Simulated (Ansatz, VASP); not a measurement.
# Al: VASP beside Ansatz

Contents of INCAR:

```
SYSTEM = Al
PREC     = Accurate       ! precision mode
ENCUT    = 520            ! plane-wave cutoff, eV
EDIFF    = 1E-6           ! SCF threshold, eV
ISMEAR   = -1             ! smearing method
SIGMA    = 0.05           ! smearing width, eV
LREAL    = .FALSE.        ! projectors in reciprocal space
LASPH    = .TRUE.         ! aspherical terms in the spheres
NELM     = 80             ! most SCF steps
ALGO     = Fast           ! electronic algorithm
ISIF     = 2              ! what is computed and relaxed
LWAVE    = .FALSE.        ! write WAVECAR
LCHARG   = .FALSE.        ! write CHGCAR
GGA      = PS             ! functional
NBANDS   = 8              ! bands
```

The input KPOINTS:

```
Automatic mesh
0
G
  6 6 6
  0 0 0
```

File POSCAR:

```
Al
1.0
    0.0000000000      2.0248050000      2.0248050000
    2.0248050000      0.0000000000      2.0248050000
    2.0248050000      2.0248050000      0.0000000000
Al
1
Direct
    0.0000000000      0.0000000000      0.0000000000
```

The input input.yaml:

```yaml
crystal:
  lattice:
    - [0.0, 2.024805, 2.024805]
    - [2.024805, 0.0, 2.024805]
    - [2.024805, 2.024805, 0.0]
  atoms:
    - { symbol: Al, position: [0.0, 0.0, 0.0] }
hamiltonian:
  xc: pbesol
  pseudopotentials: { kind: paw }
kpoints:
  mp_grid: { grid: [6, 6, 6] }
  band_path:
    path:
      - [[0.0, 0.0, 0.0], [0.5, 0.0, 0.5], [0.5, 0.25, 0.75], [0.375, 0.375, 0.75], [0.0, 0.0, 0.0], [0.5, 0.5, 0.5], [0.625, 0.25, 0.625], [0.5, 0.25, 0.75], [0.5, 0.5, 0.5], [0.375, 0.375, 0.75]]
      - [[0.625, 0.25, 0.625], [0.5, 0.0, 0.5]]
    npoints: 14
scf:
  occupations: { method: fermi_dirac, width: 0.05 }
  n_extra_bands: 6
output:
  forces: true
  stress: true
  eigenvalues: true
  fatbands: false
  write_density: true
  write_potential: true
  elf: true
  volumetric_format: npy
```

Alike in both runs: functional PBEsol; k mesh 6 × 6 × 6; occupations fermi-dirac, width 0.05 eV; no spin polarisation.

```csv
,VASP,Ansatz
version,VASP 6.6.1,Ansatz 0.2.0
potentials or method,"VASP PAW PBE potentials, release 64 (Al)",Ansatz PAW
plane-wave cutoff (eV),520,420
valence electrons in the cell,3,3
task,single point,band structure
```

|  | VASP | Ansatz | Ansatz less VASP |
| --- | --- | --- | --- |
| gap on the k mesh at the Fermi level (eV) | none | none | - |
| pressure (GPa) | -1.5 | -1.5 | -0.05 |

A gap of «none» marks a metal or a gap that the smearing closes.

Caveats: the k mesh is coarse (spacing up to 0.45 Å⁻¹), so the values aren't converged; the PAW data sets were made with another functional, which shifts forces and pressure a little (VASP); the PAW data sets come from PBE, with cores solved anew for the run's functional, which leaves a small shift of forces and pressure (Ansatz).
